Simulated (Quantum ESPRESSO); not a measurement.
# Ru (P6_3/mmc) in Quantum ESPRESSO: reference runs, part 2 of 2

Quantum ESPRESSO 7.5. Earlier steps stand in the parts before.

### 8 Single point, PBEsol, 14.12 Å³/atom

The input, pw.in:

```
&CONTROL
  calculation = 'scf'
  prefix = 'pwscf'
  outdir = './tmp'
  pseudo_dir = './pseudo'
  tprnfor = .true.
  tstress = .true.
  disk_io = 'nowf'
/
&SYSTEM
  ibrav = 0
  nat = 2
  ntyp = 1
  ecutwfc = 45
  ecutrho = 360
  nbnd = 24
  occupations = 'smearing'
  smearing = 'fd'
  degauss = 0.00367493
/
&ELECTRONS
  conv_thr = 4d-10
  electron_maxstep = 120
  mixing_beta = 0.5
/
ATOMIC_SPECIES
Ru   101.0700 ru_pbesol_v1.2.uspp.F.UPF
CELL_PARAMETERS angstrom
   2.7414067149    0.0000000000    0.0000000000
  -1.3707033574    2.3741278572    0.0000000000
   0.0000000000    0.0000000000    4.3382472512
ATOMIC_POSITIONS crystal
Ru     0.6666666667    0.3333333333    0.7500000000
Ru     0.3333333333    0.6666666667    0.2500000000
K_POINTS automatic
11 11 6 0 0 0
```

Potentials or basis: GBRV 1.5 PBEsol.

Started as:

```
OMP_NUM_THREADS=1 mpirun -n 2 pw.x -nk 2 -in pw.in > pw.out
```

pw.out:

```text
This program is part of the open-source Quantum ESPRESSO suite
     for quantum simulation of materials; please cite
         "P. Giannozzi et al., J. Phys.:Condens. Matter 21 395502 (2009);
         "P. Giannozzi et al., J. Phys.:Condens. Matter 29 465901 (2017);
         "P. Giannozzi et al., J. Chem. Phys. 152 154105 (2020);
     in publications or presentations arising from this work. More details at

     Message from routine setup:
     using ibrav=0 with symmetry is DISCOURAGED, use correct ibrav instead

     K-points division:     npool     =       2
     Subspace diagonalization in iterative solution of the eigenvalue problem:
     a serial algorithm will be used

     G-vector sticks info
     --------------------
     sticks:   dense  smooth     PW     G-vecs:    dense   smooth      PW
     Sum         673     337    109                21961     7727    1411

[... 211 lines left out ...]
    14.6650  16.5591  20.0419  20.0419  20.2018  20.6847  20.6847  21.1830
    21.1830  23.6225  23.6225  23.6813  32.2859  37.2737  39.7113  40.2850
[... 375 lines left out ...]
   -50.3283 -50.3283 -20.7524 -20.7524 -20.4808 -20.4808 -20.1171 -20.1171
    17.8411  17.8411  18.7070  18.7070  19.8868  19.8868  21.4614  21.4614
    23.7080  23.7080  29.8969  29.8969  32.8752  32.8752  34.0382  34.0382

     the Fermi energy is    22.4278 ev

!    total energy              =    -388.48673729 Ry
     estimated scf accuracy    <          4.2E-11 Ry
     smearing contrib. (-TS)   =      -0.00129819 Ry
     internal energy E=F+TS    =    -388.48543910 Ry

     The total energy is F=E-TS. E is the sum of the following terms:
     one-electron contribution =     -71.32987785 Ry
     hartree contribution      =      57.99980639 Ry
     xc contribution           =     -51.43097476 Ry
     ewald contribution        =    -323.72439287 Ry

     convergence has been achieved in   8 iterations

     negative rho (up, down):  1.449E-01 0.000E+00

     Forces acting on atoms (cartesian axes, Ry/au):

     atom    1 type  1   force =     0.00000000    0.00000000    0.00000000
     atom    2 type  1   force =     0.00000000   -0.00000000    0.00000000

     Total force =     0.000000     Total SCF correction =     0.000000

     Computing stress (Cartesian axis) and pressure

     negative rho (up, down):  1.449E-01 0.000E+00
          total   stress  (Ry/bohr**3)                   (kbar)     P=     -179.34
  -0.00119021   0.00000000   0.00000000         -175.09        0.00        0.00
   0.00000000  -0.00119021   0.00000000            0.00     -175.09        0.00
   0.00000000   0.00000000  -0.00127695            0.00        0.00     -187.85

=------------------------------------------------------------------------------=
   JOB DONE.
=------------------------------------------------------------------------------=
```

It took 12 s on 2 MPI ranks of Arm Neoverse V1, shared host; peak memory 0.18 GiB.

What came out:

| Quantity | Value |
| --- | --- |
| Free energy | -5285.6313 eV |
| Pressure | -17.9 GPa |
| Band gap on the k mesh | none (metal or under the smearing width) |

### 9 Single point, PBEsol, 14.39 Å³/atom

Edit pw.in of step 8 so:

```diff
@@ -28,5 +28,5 @@
 CELL_PARAMETERS angstrom
-   2.7414067149    0.0000000000    0.0000000000
-  -1.3707033574    2.3741278572    0.0000000000
-   0.0000000000    0.0000000000    4.3382472512
+   2.7588683749    0.0000000000    0.0000000000
+  -1.3794341875    2.3892500984    0.0000000000
+   0.0000000000    0.0000000000    4.3658801443
 ATOMIC_POSITIONS crystal
```

Potentials or basis: GBRV 1.5 PBEsol.

Started as:

```
OMP_NUM_THREADS=1 mpirun -n 2 pw.x -nk 2 -in pw.in > pw.out
```

Run time: 12 s. Hardware: 2 MPI ranks of Arm Neoverse V1, shared host; peak memory 0.18 GiB.

It converged, with:

* Free energy: -5285.5628 eV
* Pressure: -22.6 GPa
* Band gap on the k mesh: none (metal or under the smearing width)

### 10 Equation of state, PBEsol

No new run: the results of the series are fitted here.

What came out:

- Equilibrium volume: 13.31 Å³/atom
- Bulk modulus at fixed shape and positions: 348 GPa
- Pressure derivative of the bulk modulus: 4.8

Energy against volume, from the lowest point:
| volume (Å³/atom) | energy (meV/atom) |
| --- | --- |
| 12.760 | 26.39 |
| 13.032 | 6.42 |
| 13.303 | 0.00 |
| 13.575 | 5.64 |
| 13.846 | 21.98 |
| 14.118 | 47.82 |
| 14.389 | 82.09 |

Caveat: the cell was scaled at fixed shape and fractional positions, which overstates the stiffness of a crystal with free parameters, most of all of layers and chains.

### 11 Single point, PBEsol (atoms moved at random, drawn with an rms of 0.05 Å)

Edit pw.in of step 9 so:

```diff
@@ -28,8 +28,8 @@
 CELL_PARAMETERS angstrom
-   2.7588683749    0.0000000000    0.0000000000
-  -1.3794341875    2.3892500984    0.0000000000
-   0.0000000000    0.0000000000    4.3658801443
+   2.7058000000    0.0000000000    0.0000000000
+  -1.3529000000    2.3432915376    0.0000000000
+   0.0000000000    0.0000000000    4.2819000000
 ATOMIC_POSITIONS crystal
-Ru     0.6666666667    0.3333333333    0.7500000000
-Ru     0.3333333333    0.6666666667    0.2500000000
+Ru     0.6723620000    0.3438460000    0.7451840000
+Ru     0.3215740000    0.6804310000    0.2436670000
 K_POINTS automatic
```

Potentials or basis: GBRV 1.5 PBEsol.

Started as:

```
OMP_NUM_THREADS=1 mpirun -n 2 pw.x -nk 2 -in pw.in > pw.out
```

pw.out:

```text
This program is part of the open-source Quantum ESPRESSO suite
     for quantum simulation of materials; please cite
[... 10 lines left out ...]
     --------------------
     sticks:   dense  smooth     PW     G-vecs:    dense   smooth      PW
     Sum         649     313    109                21145     7415    1387

     Using Slab Decomposition

     bravais-lattice index     =            0
     lattice parameter (alat)  =       5.1132  a.u.
     unit-cell volume          =     183.2125 (a.u.)^3
     number of atoms/cell      =            2
     number of atomic types    =            1
     number of electrons       =        32.00
     number of Kohn-Sham states=           24
     kinetic-energy cutoff     =      45.0000  Ry
     charge density cutoff     =     360.0000  Ry
     scf convergence threshold =      4.0E-10
     mixing beta               =       0.5000
     number of iterations used =            8  plain     mixing
     Exchange-correlation= SLA  PW   PSX  PSC
                           (   1   4  10   8   0   0   0)

     celldm(1)=   5.113221  celldm(2)=   0.000000  celldm(3)=   0.000000
     celldm(4)=   0.000000  celldm(5)=   0.000000  celldm(6)=   0.000000

     crystal axes: (cart. coord. in units of alat)
               a(1) = (   1.000000   0.000000   0.000000 )
               a(2) = (  -0.500000   0.866025   0.000000 )
               a(3) = (   0.000000   0.000000   1.582489 )

     reciprocal axes: (cart. coord. in units 2 pi/alat)
               b(1) = (  1.000000  0.577350 -0.000000 )
               b(2) = (  0.000000  1.154701  0.000000 )
               b(3) = (  0.000000 -0.000000  0.631916 )

     PseudoPot. # 1 for Ru read from file:
     ru_pbesol_v1.2.uspp.F.UPF
     Pseudo is Ultrasoft + core correction, Zval = 16.0
     Generated by new atomic code, or converted to UPF format
     Using radial grid of  967 points,  6 beta functions with:
                l(1) =   0
                l(2) =   0
                l(3) =   1
                l(4) =   1
                l(5) =   2
                l(6) =   2
     Q(r) pseudized with  8 coefficients,  rinner =    1.300   1.300   1.300
                                                       1.300   1.300

     atomic species   valence    mass     pseudopotential
     Ru               16.00   101.07000     Ru( 1.00)

     No symmetry found

   Cartesian axes

     site n.     atom                  positions (alat units)
         1        Ru     tau(   1) = (   0.5004390   0.2977794   1.1792458  )
         2        Ru     tau(   2) = (  -0.0186415   0.5892705   0.3856005  )

     number of k points=   364  Fermi-Dirac smearing, width (Ry)=  0.0037

     Number of k-points >= 100: set verbosity='high' to print them.

     Dense  grid:    21145 G-vectors     FFT dimensions: (  32,  32,  50)

     Smooth grid:     7415 G-vectors     FFT dimensions: (  24,  24,  36)

     Check: negative core charge=   -0.000001

     Initial potential from superposition of free atoms

     starting charge      30.0000, renormalised to      32.0000

     negative rho (up, down):  1.513E-01 0.000E+00
     Starting wfcs are   26 randomized atomic wfcs

     Self-consistent Calculation

     iteration #  1     ecut=    45.00 Ry     beta= 0.50
     Davidson diagonalization with overlap
     ethr =  1.00E-02,  avg # of iterations =  4.8

     negative rho (up, down):  1.483E-01 0.000E+00

     total energy              =    -387.90457558 Ry
     estimated scf accuracy    <       2.50643239 Ry

     iteration #  2     ecut=    45.00 Ry     beta= 0.50
     Davidson diagonalization with overlap
     ethr =  7.83E-03,  avg # of iterations =  2.0

     negative rho (up, down):  1.490E-01 0.000E+00

     total energy              =    -388.48658786 Ry
     estimated scf accuracy    <       0.02605358 Ry

     iteration #  3     ecut=    45.00 Ry     beta= 0.50
     Davidson diagonalization with overlap
     ethr =  8.14E-05,  avg # of iterations =  3.6

     negative rho (up, down):  1.484E-01 0.000E+00

     total energy              =    -388.49218534 Ry
     estimated scf accuracy    <       0.00055364 Ry

     iteration #  4     ecut=    45.00 Ry     beta= 0.50
     Davidson diagonalization with overlap
     ethr =  1.73E-06,  avg # of iterations =  4.8

     negative rho (up, down):  1.482E-01 0.000E+00

     total energy              =    -388.49224369 Ry
     estimated scf accuracy    <       0.00005151 Ry

     iteration #  5     ecut=    45.00 Ry     beta= 0.50
     Davidson diagonalization with overlap
     ethr =  1.61E-07,  avg # of iterations =  2.1

     negative rho (up, down):  1.481E-01 0.000E+00

     total energy              =    -388.49223899 Ry
     estimated scf accuracy    <       0.00024861 Ry

     iteration #  6     ecut=    45.00 Ry     beta= 0.50
     Davidson diagonalization with overlap
     ethr =  1.61E-07,  avg # of iterations =  1.2

     negative rho (up, down):  1.480E-01 0.000E+00

     total energy              =    -388.49226287 Ry
     estimated scf accuracy    <       0.00000823 Ry

     iteration #  7     ecut=    45.00 Ry     beta= 0.50
     Davidson diagonalization with overlap
     ethr =  2.57E-08,  avg # of iterations =  1.0

     negative rho (up, down):  1.478E-01 0.000E+00

     total energy              =    -388.49226361 Ry
     estimated scf accuracy    <       0.00000022 Ry

     iteration #  8     ecut=    45.00 Ry     beta= 0.50
     Davidson diagonalization with overlap
     ethr =  6.94E-10,  avg # of iterations =  2.5

     negative rho (up, down):  1.478E-01 0.000E+00

     total energy              =    -388.49226365 Ry
     estimated scf accuracy    <          7.5E-09 Ry

     iteration #  9     ecut=    45.00 Ry     beta= 0.50
     Davidson diagonalization with overlap
     ethr =  2.33E-11,  avg # of iterations =  3.3

     negative rho (up, down):  1.478E-01 0.000E+00

     total energy              =    -388.49226365 Ry
     estimated scf accuracy    <          4.9E-10 Ry

     iteration # 10     ecut=    45.00 Ry     beta= 0.50
     Davidson diagonalization with overlap
     ethr =  1.52E-12,  avg # of iterations =  1.9

     negative rho (up, down):  1.478E-01 0.000E+00

     End of self-consistent calculation

     Number of k-points >= 100: set verbosity='high' to print the bands.

     the Fermi energy is    23.5521 ev

!    total energy              =    -388.49226365 Ry
     estimated scf accuracy    <          2.5E-11 Ry
     smearing contrib. (-TS)   =      -0.00125081 Ry
     internal energy E=F+TS    =    -388.49101283 Ry

     The total energy is F=E-TS. E is the sum of the following terms:
     one-electron contribution =     -65.14687273 Ry
     hartree contribution      =      56.16134235 Ry
     xc contribution           =     -51.53228984 Ry
     ewald contribution        =    -327.97319262 Ry

     convergence has been achieved in  10 iterations

     negative rho (up, down):  1.478E-01 0.000E+00

     Forces acting on atoms (cartesian axes, Ry/au):

     atom    1 type  1   force =    -0.01298016    0.00194215   -0.00298386
     atom    2 type  1   force =     0.01298016   -0.00194215    0.00298386

     Total force =     0.019035     Total SCF correction =     0.000054

     Computing stress (Cartesian axis) and pressure

     negative rho (up, down):  1.478E-01 0.000E+00
          total   stress  (Ry/bohr**3)                   (kbar)     P=      -65.84
  -0.00045500   0.00006464   0.00000314          -66.93        9.51        0.46
   0.00006464  -0.00043068  -0.00000049            9.51      -63.36       -0.07
   0.00000314  -0.00000049  -0.00045704            0.46       -0.07      -67.23

=------------------------------------------------------------------------------=
   JOB DONE.
=------------------------------------------------------------------------------=
```

Wall time 68 s (2 MPI ranks of Arm Neoverse V1, shared host); peak memory 0.28 GiB.

What came out:

```yaml
Free_energy: -5285.7065 eV
Pressure: -6.6 GPa
Largest_force: 0.346 eV/Å
Band_gap_on_the_k_mesh: none (metal or under the smearing width)
```

Forces in eV/Å, atoms in the order of the input:
```
Ru  -0.334  0.050 -0.077
Ru   0.334 -0.050  0.077
```

Stress tensor (GPa, compression positive):
```
-6.69  0.95  0.05
 0.95 -6.34 -0.01
 0.05 -0.01 -6.72
```

### 12 The runs side by side

| task | cell | gap on the mesh (eV) | pressure (GPa) |
| --- | --- | --- | --- |
| single point | as given | none | -6.7 |
| equation of state | as given | - | - |
| single point | atoms moved at random, drawn with an rms of 0.05 Å | none | -6.6 |

Alike in all rows: level PBEsol; potentials or basis GBRV 1.5 PBEsol; no spin polarisation; k mesh 11 × 11 × 6; cutoff (eV) 612; smearing fermi-dirac 0.05 eV.

Caveats: the cell was scaled at fixed shape and fractional positions, which overstates the stiffness of a crystal with free parameters, most of all of layers and chains (some runs).

Absolute energies hang on the potentials; compare differences alone.
